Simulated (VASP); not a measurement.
# ZnS (F-43m) in VASP: a series of runs

Aim: see how the results for ZnS move with the level of theory and the settings. Levels: PBE+D4, PBE+rVV10, PBE+TS, PBE+MBD. Tasks: relaxation of cell and atoms.

All numbers are computed with VASP 6.6.1; they aren't measurements. Logs are shortened: lines on timing, memory, paths and dates and some standing lists are left out, and cuts for length are marked.

### Step 1. The crystal as given

Symmetry: F-43m, No. 216, cubic system. Conventional cell: a = 5.404 Å, b = 5.404 Å, c = 5.404 Å, α = 90.00°, β = 90.00°, γ = 90.00°. Around Zn (site symmetry -43m) lie 4 S at 2.34 Å. S (site symmetry -43m) is surrounded by 4 Zn at 2.34 Å.

### Step 2. Relaxation of cell and atoms, PBE+D4

File INCAR:

```
ALGO     = Normal         # electronic algorithm
EDIFF    = 1E-6           # SCF threshold, eV
EDIFFG   = -0.01          # ionic threshold
ENCUT    = 600            # plane-wave cutoff, eV
GGA      = PE             # functional
IBRION   = 2              # ionic algorithm
ISIF     = 3              # what is computed and relaxed
ISMEAR   = -1             # smearing method
IVDW     = 13             # dispersion correction
LASPH    = T              # aspherical terms in the spheres
LCHARG   = F              # write CHGCAR
LREAL    = F              # projectors in reciprocal space
LWAVE    = F              # write WAVECAR
NELM     = 100            # most SCF steps
NSW      = 40             # ionic steps
PREC     = Accurate       # precision mode
SIGMA    = 0.05           # smearing width, eV
```

File KPOINTS:

```
k-points
0
Gamma
  9 9 9
```

File POSCAR:

```
ZnS
1.0
    0.0000000000      2.7020000000      2.7020000000
    2.7020000000      0.0000000000      2.7020000000
    2.7020000000      2.7020000000      0.0000000000
Zn S
1 1
Direct
    0.7500000000      0.7500000000      0.7500000000
    0.0000000000      0.0000000000      0.0000000000
```

Potentials or basis: VASP PAW PBE potentials, release 64 (Zn, S).

On the command line:

```sh
> cat potpaw_PBE.64/Zn/POTCAR potpaw_PBE.64/S/POTCAR > POTCAR
> mpirun -np 1 vasp_std > vasp.out
```

OUTCAR:

```text
EDIFF = 1E-6
   EDIFFG = -0.01
   ENCUT = 600
   GGA = PE
   IBRION = 2
   ISIF = 3
   ISMEAR = -1
   IVDW = 13
   LASPH = T
   LREAL = F
   NELM = 100
   NSW = 40
   PREC = Accurate

 ion  position               nearest neighbor table
   1  0.750  0.750  0.750-   2 2.34   2 2.34   2 2.34   2 2.34
   2  0.000  0.000  0.000-   1 2.34   1 2.34   1 2.34   1 2.34

  LATTYP: Found a face centered cubic cell.
 ALAT       =     5.4040000000

  Lattice vectors:

 A1 = (   0.0000000000,   2.7020000000,   2.7020000000)
 A2 = (   2.7020000000,   0.0000000000,   2.7020000000)
 A3 = (   2.7020000000,   2.7020000000,   0.0000000000)

Analysis of symmetry for initial positions (statically):
=====================================================================
 Subroutine PRICEL returns:
 Original cell was already a primitive cell.

 Routine SETGRP: Setting up the symmetry group for a
 face centered cubic supercell.

 Subroutine GETGRP returns: Found 24 space group operations
 (whereof 24 operations were pure point group operations)
 out of a pool of 48 trial point group operations.

The static configuration has the point symmetry T_d .

Analysis of symmetry for dynamics (positions and initial velocities):
=====================================================================
 Subroutine PRICEL returns:
 Original cell was already a primitive cell.

 Routine SETGRP: Setting up the symmetry group for a
 face centered cubic supercell.

 Subroutine GETGRP returns: Found 24 space group operations
 (whereof 24 operations were pure point group operations)
 out of a pool of 48 trial point group operations.

The dynamic configuration has the point symmetry T_d .

 Subroutine INISYM returns: Found 24 space group operations
 (whereof 24 operations are pure point group operations),
 and found     1 'primitive' translations

----------------------------------------------------------------------------------------

                                     Primitive cell

  volume of cell :      39.4535

  direct lattice vectors                    reciprocal lattice vectors
     0.000000000  2.702000000  2.702000000    -0.185048113  0.185048113  0.185048113
     2.702000000  0.000000000  2.702000000     0.185048113 -0.185048113  0.185048113
     2.702000000  2.702000000  0.000000000     0.185048113  0.185048113 -0.185048113

  length of vectors
     3.821205046  3.821205046  3.821205046     0.320512733  0.320512733  0.320512733

  position of ions in fractional coordinates (direct lattice)
     0.750000000  0.750000000  0.750000000
     0.000000000  0.000000000  0.000000000

  ion indices of the primitive-cell ions
   primitive index   ion index
                 1           1
                 2           2

----------------------------------------------------------------------------------------

 KPOINTS: k-points

Automatic generation of k-mesh.
 Grid dimensions read from file:
 generate k-points for:    9    9    9

 Generating k-lattice:

  Cartesian coordinates                     Fractional coordinates (reciprocal lattice)
    -0.020560901  0.020560901  0.020560901     0.111111111  0.000000000  0.000000000
     0.020560901 -0.020560901  0.020560901     0.000000000  0.111111111  0.000000000
     0.020560901  0.020560901 -0.020560901     0.000000000  0.000000000  0.111111111

  Length of vectors
     0.035612526  0.035612526  0.035612526

  Shift w.r.t. Gamma in fractional coordinates (k-lattice)
     0.000000000  0.000000000  0.000000000

 Subroutine IBZKPT returns following result:
 ===========================================

 Found     35 irreducible k-points:

 Following reciprocal coordinates:
            Coordinates               Weight
  0.000000  0.000000  0.000000      1.000000
  0.111111  0.000000  0.000000      8.000000
  0.222222  0.000000  0.000000      8.000000
  0.333333  0.000000  0.000000      8.000000
  0.444444  0.000000  0.000000      8.000000
  0.111111  0.111111  0.000000      6.000000
[... 16 lines left out ...]
 -0.333333  0.333333  0.000000     12.000000
  0.444444  0.444444  0.000000      6.000000
 [... further k-points ...]
   k-points           NKPTS =     35   k-points in BZ     NKDIM =     35   number of bands    NBANDS=     13
   number of dos      NEDOS =    301   number of ions     NIONS =      2
   total plane-waves  NPLWV =  32768
   dimension x,y,z NGX =    32 NGY =   32 NGZ =   32
   dimension x,y,z NGXF=    64 NGYF=   64 NGZF=   64
   ions per type =               1   1
   NGX,Y,Z   is equivalent  to a cutoff of  13.92, 13.92, 13.92 a.u.
   NGXF,Y,Z  is equivalent  to a cutoff of  27.84, 27.84, 27.84 a.u.
 SYSTEM =  unknown system
   PREC   = accura    normal or accurate (medium, high low for compatibility)
   ISTART =      0    job   : 0-new  1-cont  2-samecut
   ICHARG =      2    charge: 1-file 2-atom 10-const
   ISPIN  =      1    spin polarized calculation?
   LNONCOLLINEAR =      F non collinear calculations
   LSORBIT =      F    spin-orbit coupling
   LASPH  =      T    aspherical Exc in radial PAW
   ENCUT  =  600.0 eV  44.10 Ry    6.64 a.u.   7.63  7.63  7.63*2*pi/ulx,y,z
   NELM   =    100;   NELMIN=  2; NELMDL= -5     # of ELM steps
   EDIFF  = 0.1E-05   stopping-criterion for ELM
   LREAL  =      F    real-space projection
   EDIFFG = -.1E-01   stopping-criterion for IOM
   NSW    =     40    number of steps for IOM
   IBRION =      2    ionic relax: 0-MD 1-quasi-New 2-CG
   NFREE  =      1    steps in history (QN), initial steepest desc. (CG)
   ISIF   =      3    stress and relaxation
   ISYM   =      2    0-nonsym 1-usesym 2-fastsym
   POTIM  = 0.5000    time-step for ionic-motion
   TEBEG  =    0.0;   TEEND  =   0.0 temperature during run
   PSTRESS=    0.0 pullay stress
   NELECT =      18.0000    total number of electrons
   NUPDOWN=      -1.0000    fix difference up-down
   EMIN   =  10.00;   EMAX   =-10.00  energy-range for DOS
   EFERMI =   0.00;   METHOD = LEGACY
   ISMEAR =    -1;   SIGMA  =   0.05  broadening in eV -4-tet -1-fermi 0-gaus
   EFERMI_NEDOS =   21; number of points for ismear=-14 and -15
   IALGO  =     38    algorithm
   IMIX   =      4    mixing-type and parameters
     AMIX     =   0.40;   BMIX     =  1.00
     AMIX_MAG =   1.60;   BMIX_MAG =  1.00
  volume/ion in A,a.u.               =      19.73       133.12
  Fermi-wavevector in a.u.,A,eV,Ry     =   1.260290  2.381602 21.610537  1.588330
  Thomas-Fermi vector in A             =   2.393807
   LORBIT       =      0    0 simple, 1 ext, 2 COOP (PROOUT), +10 PAW based schemes
   GGA     = PE    functional components
   LHFCALC =     F    Hartree Fock is set to
   AEXX    =    0.0000 exact exchange contribution
   IVDW    =    13    specifies the selected vdW correction
   LEPSILON=     F    determine dielectric tensor
   LRPA    =     F    only Hartree local field effects (RPA)
 conjugate gradient relaxation of ions
 non-spin polarized calculation
  energy-cutoff  :      600.00
  volume of cell :       39.45
 maximum number of plane-waves:      1363
   NGX = 15   NGY = 15   NGZ = 15

--------------------------------------- Ionic step        1  -------------------------------------------

 number of electron      17.9999998 magnetization

 Free energy of the ion-electron system (eV)
  ---------------------------------------------------
  ext. energy  EPLUGINS =         0.00000000
  ---------------------------------------------------
  free energy    TOTEN  =        -6.84726994 eV

  energy without entropy =       -6.84726994  energy(sigma->0) =       -6.84726994

------------------------ aborting loop because EDIFF is reached ----------------------------------------

  DFT-D4 for vdW energy calculation

  Edisp (eV):   -0.61169

  FORCE on cell =-STRESS in cart. coord.  units (eV):
  Direction    XX          YY          ZZ          XY          YZ          ZX
  --------------------------------------------------------------------------------------
  -------------------------------------------------------------------------------------
  Total      -0.22135    -0.22135    -0.22135    -0.00000     0.00000     0.00000
  in kB      -8.98899    -8.98899    -8.98899    -0.00000     0.00000     0.00000
  external pressure =       -8.99 kB  Pullay stress =        0.00 kB
[... 61 lines left out ...]
  energy  without entropy=       -7.4602682624  energy(sigma->0) =       -7.46026826

--------------------------------------- Ionic step        3  -------------------------------------------

 number of electron      17.9999992 magnetization

 Free energy of the ion-electron system (eV)
  ---------------------------------------------------
  ext. energy  EPLUGINS =         0.00000000
  ---------------------------------------------------
  free energy    TOTEN  =        -6.84039399 eV

  energy without entropy =       -6.84039399  energy(sigma->0) =       -6.84039399

 E-fermi :   3.2408     XC(G=0):  -9.6891

 val. band max:        2.2236785503   @ k =   0.0000   0.0000   0.0000
 cond. band min:       4.3938471995   @ k =   0.0000   0.0000   0.0000
 fundamental gap:      2.1701686492
 Fermi energy:         3.2408359536

 k-point     1 :       0.0000    0.0000    0.0000
  band No.  band energies     occupation
      1     -11.0043      2.00000
      2      -4.1662      2.00000
      3      -4.1662      2.00000
      4      -4.1662      2.00000
      5      -3.6531      2.00000
      6      -3.6531      2.00000
      7       2.2237      2.00000
      8       2.2237      2.00000
      9       2.2237      2.00000
     10       4.3938      0.00000
     11       8.6118      0.00000
     12       8.6118      0.00000
     13       8.6118      0.00000
[... 353 lines left out ...]
 k-point    24 :       0.4444    0.4444    0.0000
  band No.  band energies     occupation
      1      -9.7803      2.00000
      2      -4.2071      2.00000
      3      -3.8277      2.00000
      4      -3.8277      2.00000
      5      -3.5774      2.00000
      6      -3.4941      2.00000
      7      -2.2163      2.00000
      8       0.0165      2.00000
      9       0.0165      2.00000
     10       5.6636      0.00000
     11       6.3549      0.00000
     12      13.0316      0.00000
     13      13.8418      0.00000

 [... further k-points ...]

------------------------ aborting loop because EDIFF is reached ----------------------------------------

  DFT-D4 for vdW energy calculation

  Edisp (eV):   -0.62000

  FORCE on cell =-STRESS in cart. coord.  units (eV):
  Direction    XX          YY          ZZ          XY          YZ          ZX
  --------------------------------------------------------------------------------------
  -------------------------------------------------------------------------------------
  Total       0.00961     0.00961     0.00961     0.00000     0.00000    -0.00000
  in kB       0.39533     0.39533     0.39533     0.00000     0.00000    -0.00000
  external pressure =        0.40 kB  Pullay stress =        0.00 kB
[... 17 lines left out ...]
  FREE ENERGIE OF THE ION-ELECTRON SYSTEM (eV)
  ---------------------------------------------------
  free  energy   TOTEN  =        -7.4603946960 eV

  energy  without entropy=       -7.4603946960  energy(sigma->0) =       -7.46039470

 reached required accuracy - stopping structural energy minimisation
```

Wall time 38 s (1 thread of Intel Xeon Platinum 8488C (Sapphire Rapids), shared host); peak memory 0.19 GiB.

What came out:

| Item | Value |
| --- | --- |
| Free energy | -7.4604 eV |
| Relaxed volume | 19.48 Å³/atom |
| Relaxed cell | a = 3.805 Å, b = 3.805 Å, c = 3.805 Å, α = 60.00°, β = 60.00°, γ = 60.00° |
| Space group after relaxing (to 0.05 Å) | F-43m (No. 216) |
| Energy gained by relaxing | 0.7 meV/atom |
| Ionic steps | 3 |
| Pressure after relaxing | 0.0 GPa |
| Band gap on the k mesh | 2.17 eV, direct |
| Dispersion energy per atom | -0.310 eV |

Step by step:
```
step  energy change (eV)  largest force (eV/Å)  pressure (GPa)  volume (Å³)
   1              0.0000                0.0000           -0.90        39.45
   2             -0.0013                0.0000            0.29        38.82
   3             -0.0014                0.0000            0.04        38.96
```

Final structure:
```cif
data_structure
_symmetry_space_group_name_H-M 'P 1'
_symmetry_Int_Tables_number 1
_cell_length_a 3.8053
_cell_length_b 3.8053
_cell_length_c 3.8053
_cell_angle_alpha 60.000
_cell_angle_beta 60.000
_cell_angle_gamma 60.000
_cell_volume 38.96
loop_
_atom_site_label
_atom_site_type_symbol
_atom_site_fract_x
_atom_site_fract_y
_atom_site_fract_z
_atom_site_occupancy
Zn1 Zn 0.75000 0.75000 0.75000 1
S1 S 0.00000 0.00000 0.00000 1
```

### Step 3. Relaxation of cell and atoms, PBE+rVV10

File INCAR:

```
SYSTEM = ZnS
PREC = Accurate ; ENCUT = 600
EDIFF = 1E-6 ; ISMEAR = -1
SIGMA = 0.05 ; LREAL = .FALSE.
LASPH = .TRUE. ; NELM = 80
ALGO = Fast ; ISIF = 3
LWAVE = .FALSE. ; LCHARG = .FALSE.
GGA = PE ; LUSE_VDW = .TRUE.
IVDW_NL = 2 ; BPARAM = 10.0
CPARAM = 0.0093 ; IBRION = 2
NSW = 40 ; EDIFFG = -0.005
```

File KPOINTS:

```
Automatic mesh
0
G
  9 9 9
  0 0 0
```

POSCAR is that of step 2.

Potentials or basis: VASP PAW PBE potentials, release 64 (Zn, S).

On the command line:

```sh
> cat potpaw_PBE.64/Zn/POTCAR potpaw_PBE.64/S/POTCAR > POTCAR
> mpirun -np 1 vasp_std > vasp.out
```

Run time: 5.1 min. Hardware: 1 thread of Intel Xeon Platinum 8488C (Sapphire Rapids), shared host; peak memory 0.31 GiB.

The run converged. Its results:

```
Free energy                            : -6.1924 eV
Relaxed volume                         : 19.90 Å³/atom
Relaxed cell                           : a = 3.832 Å, b = 3.832 Å, c = 3.832 Å, α = 60.00°, β = 60.00°, γ = 60.00°
Space group after relaxing (to 0.05 Å) : F-43m (No. 216)
Energy gained by relaxing              : 0.4 meV/atom
Ionic steps                            : 8
Pressure after relaxing                : 0.0 GPa
Band gap on the k mesh                 : 2.01 eV, direct
```

Step by step:
```tsv
step	energy change (eV)	largest force (eV/Å)	pressure (GPa)	volume (Å³)
1	0.0000	0.0000	0.91	39.45
2	-0.0003	0.0000	-0.52	40.10
3	-0.0007	0.0000	0.18	39.78
4	-0.0007	0.0000	-0.11	39.86
5	-0.0007	0.0000	-0.14	39.83
6	-0.0007	0.0000	-0.08	39.80
7	-0.0007	0.0000	0.10	39.79
8	-0.0007	0.0000	0.03	39.79
```

Final structure:
```
Zn S
1.0
     0.00000    2.70976    2.70976
     2.70976    0.00000    2.70976
     2.70976    2.70976    0.00000
Zn S
1 1
Direct
  0.75000 0.75000 0.75000
  0.00000 0.00000 0.00000
```

Levels at points of the mesh, in eV from the valence-band top:
```tsv
k point	band 7	band 8	band 9	band 10	band 11	band 12
(0.00, 0.00, 0.00)	0.00	0.00	0.00	2.01	6.38	6.38
```

As with any semilocal functional, this PBE gap is likely too small. Zero-point motion and thermal expansion aren't in these numbers.

### Step 4. Relaxation of cell and atoms, PBE+TS

File INCAR:

```
  PREC = Accurate
  ENCUT = 600
  EDIFF = 1E-6
  ISMEAR = -1
  SIGMA = 0.05
  LREAL = F
  LASPH = T
  NELM = 100
  ALGO = Normal
  ISIF = 3
  LWAVE = F
  LCHARG = F
  GGA = PE
  IVDW = 2
  IBRION = 2
  NSW = 40
  EDIFFG = -0.005
```

File KPOINTS:

```
Automatic mesh
0
Gamma
  9 9 9
```

POSCAR is that of step 3.

On the command line:

```sh
> cat potpaw_PBE.64/Zn/POTCAR potpaw_PBE.64/S/POTCAR > POTCAR
> mpirun -np 1 vasp_std > vasp.out
```

Wall time 51 s (1 thread of Intel Xeon Platinum 8488C (Sapphire Rapids), shared host); peak memory 0.19 GiB.

It converged, with:

* Free energy: -7.3382 eV
* Relaxed volume: 19.93 Å³/atom
* Relaxed cell: a = 3.834 Å, b = 3.834 Å, c = 3.834 Å, α = 60.00°, β = 60.00°, γ = 60.00°
* Space group after relaxing (to 0.05 Å): F-43m (No. 216)
* Energy gained by relaxing: 0.5 meV/atom
* Ionic steps: 4
* Pressure after relaxing: 0.0 GPa
* Band gap on the k mesh: 2.07 eV, direct
* Hirshfeld charges: Zn +0.23; S -0.23 e
* Dispersion energy per atom: -0.244 eV

The path:
```tsv
step	energy change (eV)	largest force (eV/Å)	pressure (GPa)	volume (Å³)
1	0.0000	0.0000	0.81	39.45
2	-0.0010	0.0000	-0.29	40.03
3	-0.0011	0.0000	-0.06	39.88
4	-0.0011	0.0000	0.04	39.85
```

Final structure:
```
Zn S
1.0
     0.00000    2.71108    2.71108
     2.71108    0.00000    2.71108
     2.71108    2.71108    0.00000
Zn S
1 1
Direct
  0.75000 0.75000 0.75000
  0.00000 0.00000 0.00000
```

Levels at points of the mesh, in eV from the valence-band top:
```
           k point  band 7  band 8  band 9  band 10  band 11  band 12
(0.00, 0.00, 0.00)    0.00    0.00    0.00     2.07     6.40     6.40
```

A hybrid or GW would open this gap; PBE tends to underestimate it. Zero-point motion and thermal expansion aren't in these numbers.

(Continued in part 2 of 2.)
